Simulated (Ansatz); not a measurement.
# Ti4O5: one candidate structure, part 2 of 2

Aim: relax Ti4O5 from this start, structure listed in a database for this formula (I4/m, No. 87), and see where it ends.

Ansatz 0.2.0; DFT r2SCAN, scalar-relativistic, plane waves, PAW.

## Step 4: Variant: pseudopotentials.kind paw, pseudopotentials.source jth, mixing.algorithm msr1, mixing.beta 0.05, mixing.ndim 2, accuracy low, ecutwfc left out

File input.yaml:

```yaml
crystal:
  lattice:
    - [-3.3061679222, 3.3061679222, 2.0752854791]
    - [3.3061679222, -3.3061679222, 2.0752854791]
    - [3.3061679222, 3.3061679222, -2.0752854791]
  atoms:
    - { symbol: Ti, position: [0.60869752, 0.21654752, 0.82524503] }
    - { symbol: Ti, position: [0.21654752, 0.39130248, 0.60785] }
    - { symbol: Ti, position: [0.78345248, 0.60869752, 0.39215] }
    - { symbol: Ti, position: [0.39130248, 0.78345248, 0.17475497] }
    - { symbol: O, position: [0.90887014, 0.31074964, 0.21961978] }
    - { symbol: O, position: [0.31074964, 0.09112985, 0.40187949] }
    - { symbol: O, position: [0.68925036, 0.90887014, 0.59812051] }
    - { symbol: O, position: [0.09112985, 0.68925036, 0.78038022] }
    - { symbol: O, position: [0.5, 0.5, 0.0] }
kpoints:
  mp_grid: { grid: [10, 10, 10] }
hamiltonian:
  xc: r2scan
  pseudopotentials: { kind: paw, source: jth }
scf:
  occupations: { method: gaussian, width: 0.1 }
  mixing: { algorithm: msr1, beta: 0.05, ndim: 2 }
output:
  forces: true
  eigenvalues: true
  stress: true
relax:
  adjacent_minimum: "off"
  f_tol: 0.01
  max_steps: 80
  cell: { stress_tol: 0.05 }
accuracy: low
```

The run is started by

```console
$ ansatz run input.yaml --threads 4 --pin off --max-ram 10240MiB --backend cpu --events-out ev --progress --plain --runs-dir out
```

The program printed (excerpt; [...] marks lines left out):

```text
Warning: <dir> the checks of this Ti dataset prove no rule for summing its radial tables, as where they were carried onto another mesh than they were made on, and Gregory's rule is taken, under which a leading mesh point left out moves its sums only by what lay on the interval it spanned. [...]
Warning: <dir> the checks of this O dataset prove no rule for summing its radial tables, as where they were carried onto another mesh than they were made on, and Gregory's rule is taken, under which a leading mesh point left out moves its sums only by what lay on the interval it spanned. [...]
settings of this run that can trade accuracy for cost: accuracy: low. Do not mix this run's numbers with those of runs without the same settings; the input reference describes each key
Warning: RAYON_NUM_THREADS=4 ignored (pool sized by the plan → 4); use --threads N
[...]
Pseudopotentials: kind: paw
Pseudopotential: Ti, paw, valence charge 12, recommended cutoff 1230 eV (normal), Ti.paw.azcp
Pseudopotential: O, paw, valence charge 6, recommended cutoff 1380 eV (normal), O.paw.azcp
Functional definition: r2SCAN
[...]
Crystal: 9 atoms, lattice volume = 90.738 Å³
[...]
  F+E_penalty+E_count = -12872.78205542 eV   max|allowed force component| = 4.776e-3 eV/Å   (the final SCF, on the basis selected at the relaxed cell)
  cell:  # Å, volume = 90.5023 Å³
    - [-3.302640658761657, 3.302640658761657, 2.0743264184078205]
    - [3.302640658761657, -3.302640658761657, 2.0743264184078205]
    - [3.302640658761657, 3.302640658761657, -2.0743264184078205]
  atoms:
    - { symbol: Ti, position: [0.6083128630870541, 0.21638554678002728, 0.8246984098670814] }
    - { symbol: Ti, position: [0.21638554678002728, 0.3916871369129457, 0.608072683692973] }
    - { symbol: Ti, position: [0.7836144532199727, 0.6083128630870541, 0.39192731630702693] }
    - { symbol: Ti, position: [0.3916871369129457, 0.7836144532199727, 0.17530159013291846] }
    - { symbol: O, position: [0.9083690746008752, 0.3102252697420691, 0.2185943443429447] }
    - { symbol: O, position: [0.3102252697420692, 0.09163092539912449, 0.4018561951411937] }
    - { symbol: O, position: [0.6897747302579306, 0.9083690746008752, 0.5981438048588062] }
    - { symbol: O, position: [0.09163092539912443, 0.6897747302579308, 0.7814056556570552] }
    - { symbol: O, position: [0.49999999999999983, 0.49999999999999983, -7.287404081628346e-21] }
settings of this run that can trade accuracy for cost: accuracy: low. Do not mix this run's numbers with those of runs without the same settings; the input reference describes each key
```

Run time: 2.8 min. Hardware: 4 threads of Intel Xeon 6975P-C (Granite Rapids), shared host; peak memory 3 GiB.

```csv
run,ending,energy change,pressure (GPa),gap (eV),force (eV/Å),cycles,time
step 3,converged,-,0.0,0.00,0.01,-,35 s
variant,converged,not comparable,0.0,0.00,0.01,-,2.8 min
```

Total energies don't compare across a change of potentials; the final volume goes from 90.11 to 90.50 Å³. The accuracy level and cutoff changed too. Cost: 2.8 min against 35 s.

## Step 5: Results

What follows sums up all 2 parts. Changes of volume or cell count from the first structure of part 1.

Formation energies count from the elements, computed with the same settings in runs not shown here.

| quantity | value |
| --- | --- |
| cell (conventional) | a = 6.596 Å, b = 6.596 Å, c = 4.143 Å, α = 90.00°, β = 90.00°, γ = 90.00° |
| space group | I4/m (No. 87) |
| volume | 10.01 Å³/atom |
| gap on the mesh | none (metal) |
| formation energy from the elements | -2.956 eV/atom |

The space group stayed I4/m, and from the first guess the volume went from 10.08 to 10.01 Å³/atom. With -2.96 eV/atom it lies under the elements, which doesn't yet make it stable against other compounds of them. A spin-polarised run here lost its starting moments, which speaks against magnetism, though one start doesn't rule it out.
